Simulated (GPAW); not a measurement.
A run of GPAW 26.7.0 is set up as follows.

File run.py:

```python
from ase.dft.bandgap import bandgap
from ase.io import read, write
from ase.units import GPa
from gpaw import GPAW, PW

atoms = read('Pr.cif')
atoms.set_initial_magnetic_moments([2.0, 2.0])

calc = GPAW(mode=PW(800),
            xc='PBE',
            kpts={'size': (5, 5, 3), 'gamma': True},
            occupations={'name': 'fermi-dirac', 'width': 0.05},
            setups={'Pr': ':f,6.0'},
            nbands=31,
            convergence={'density': 1e-05, 'energy': 1e-05},
            maxiter=150,
            txt='gpaw.txt')
atoms.calc = calc
energy = atoms.get_potential_energy()
forces = atoms.get_forces()
stress = atoms.get_stress()
calc.write('gs.gpw')
write('result.traj', atoms)
print(f'Energy: {energy:.6f} eV')
print('Forces (eV/A):')
print(forces.round(4))
print('Stress (GPa):', (stress / GPa).round(3))
print('Moments:', calc.get_magnetic_moments().round(3))
print('Fermi level:', round(calc.get_fermi_level(), 4), 'eV')
print(f'Gap: {bandgap(calc)[0]:.4f} eV, direct: {bandgap(calc, direct=True)[0]:.4f} eV')

path = atoms.cell.bandpath('GMKGALHA,LM,KH', npoints=80, eps=1e-4)
bs_calc = calc.fixed_density(kpts=path, symmetry='off', nbands=47,
                             convergence={'bands': 'CBM+6.0', 'eigenstates': 1e-6}, txt='bands.txt')
bs = bs_calc.band_structure()
bs.write('bs.json')
print(f'Gap on the path: {bandgap(bs_calc)[0]:.4f} eV')
```

Contents of Pr.cif:

```cif
data_Pr
_cell_length_a 3.66900000
_cell_length_b 3.66900000
_cell_length_c 5.92000000
_cell_angle_alpha 90.00000000
_cell_angle_beta 90.00000000
_cell_angle_gamma 120.00000000
_space_group_name_H-M_alt 'P1'
_space_group_name_Hall 'P 1'
_space_group_IT_number 1
loop_
_space_group_symop_operation_xyz
'x,y,z'
loop_
_atom_site_label
_atom_site_type_symbol
_atom_site_symmetry_multiplicity
_atom_site_Wyckoff_symbol
_atom_site_fract_x
_atom_site_fract_y
_atom_site_fract_z
_atom_site_occupancy
Pr1 Pr 1 a 0.6666666667 0.3333333333 0.7500000000 1
Pr2 Pr 1 a 0.3333333333 0.6666666667 0.2500000000 1
```

Potentials or basis: GPAW PAW data sets (gpaw-data 1.2.1), pw.

Launch:

```sh
$ OMP_NUM_THREADS=1 python run.py
```

Q: What does it give for the band gap along the path?

A: None (metal or under the smearing width).

Q: Estimate the net moment.

A: 4.82 μB per cell.

Q: Predict the site moments.

A: Pr +2.04 μB.

Q: Estimate the pressure.

A: 2.2 GPa.

Levels at the corners of the path, in eV from the Fermi level:
Spin up:
| point | band 11 | band 12 | band 13 | band 14 | band 15 | band 16 | band 17 | band 18 | band 19 | band 20 |
| --- | --- | --- | --- | --- | --- | --- | --- | --- | --- | --- |
| Γ | -4.14 | -4.11 | -3.95 | -2.20 | 1.19 | 1.19 | 1.32 | 1.61 | 1.61 | 2.03 |
| M | -3.91 | -3.91 | -1.88 | -1.62 | -1.38 | 0.85 | 1.05 | 1.20 | 1.92 | 1.94 |
| K | -3.88 | -3.88 | -1.46 | -0.45 | -0.45 | -0.07 | 0.76 | 0.76 | 1.72 | 1.72 |
| Γ | -4.14 | -4.11 | -3.95 | -2.20 | 1.19 | 1.19 | 1.32 | 1.61 | 1.61 | 2.03 |
| A | -4.09 | -4.09 | -2.54 | -2.54 | 0.66 | 0.66 | 1.21 | 1.21 | 1.21 | 1.21 |
| L | -3.91 | -3.91 | -1.99 | -1.99 | -0.57 | -0.57 | 1.71 | 1.71 | 1.75 | 1.75 |
| H | -3.88 | -3.88 | -0.91 | -0.91 | -0.47 | -0.47 | 0.73 | 0.73 | 1.52 | 1.52 |
| A | -4.09 | -4.09 | -2.54 | -2.54 | 0.66 | 0.66 | 1.21 | 1.21 | 1.21 | 1.21 |
| L | -3.91 | -3.91 | -1.99 | -1.99 | -0.57 | -0.57 | 1.71 | 1.71 | 1.75 | 1.75 |
| M | -3.91 | -3.91 | -1.88 | -1.62 | -1.38 | 0.85 | 1.05 | 1.20 | 1.92 | 1.94 |
| K | -3.88 | -3.88 | -1.46 | -0.45 | -0.45 | -0.07 | 0.76 | 0.76 | 1.72 | 1.72 |
| H | -3.88 | -3.88 | -0.91 | -0.91 | -0.47 | -0.47 | 0.73 | 0.73 | 1.52 | 1.52 |
Spin down:
| point | band 6 | band 7 | band 8 | band 9 | band 10 | band 11 | band 12 | band 13 | band 14 | band 15 |
| --- | --- | --- | --- | --- | --- | --- | --- | --- | --- | --- |
| Γ | -17.28 | -17.10 | -17.10 | -3.51 | -1.62 | 1.73 | 1.73 | 1.82 | 2.35 | 2.35 |
| M | -17.60 | -17.57 | -17.25 | -1.38 | -1.11 | -1.07 | 1.35 | 1.38 | 1.62 | 2.51 |
| K | -17.79 | -17.79 | -17.64 | -1.22 | 0.20 | 0.20 | 0.30 | 1.11 | 1.11 | 2.48 |
| Γ | -17.28 | -17.10 | -17.10 | -3.51 | -1.62 | 1.73 | 1.73 | 1.82 | 2.35 | 2.35 |
| A | -17.19 | -17.19 | -17.19 | -2.05 | -2.05 | 1.03 | 1.03 | 1.69 | 1.69 | 1.69 |
| L | -17.56 | -17.41 | -17.41 | -1.63 | -1.63 | -0.07 | -0.07 | 2.42 | 2.42 | 2.59 |
| H | -17.86 | -17.43 | -17.43 | -0.48 | -0.48 | -0.15 | -0.15 | 1.32 | 1.32 | 2.31 |
| A | -17.19 | -17.19 | -17.19 | -2.05 | -2.05 | 1.03 | 1.03 | 1.69 | 1.69 | 1.69 |
| L | -17.56 | -17.41 | -17.41 | -1.63 | -1.63 | -0.07 | -0.07 | 2.42 | 2.42 | 2.59 |
| M | -17.60 | -17.57 | -17.25 | -1.38 | -1.11 | -1.07 | 1.35 | 1.38 | 1.62 | 2.51 |
| K | -17.79 | -17.79 | -17.64 | -1.22 | 0.20 | 0.20 | 0.30 | 1.11 | 1.11 | 2.48 |
| H | -17.86 | -17.43 | -17.43 | -0.48 | -0.48 | -0.15 | -0.15 | 1.32 | 1.32 | 2.31 |

Caveat: the k mesh is coarse (spacing up to 0.40 Å⁻¹), so the values aren't converged; one-centre terms of the f shell are cut off; the magnetic or orbital state may not be the lowest; spin-orbit coupling is left out, which moves the levels of the heavy elements. The state reached can hang on the start; a lower one may exist.
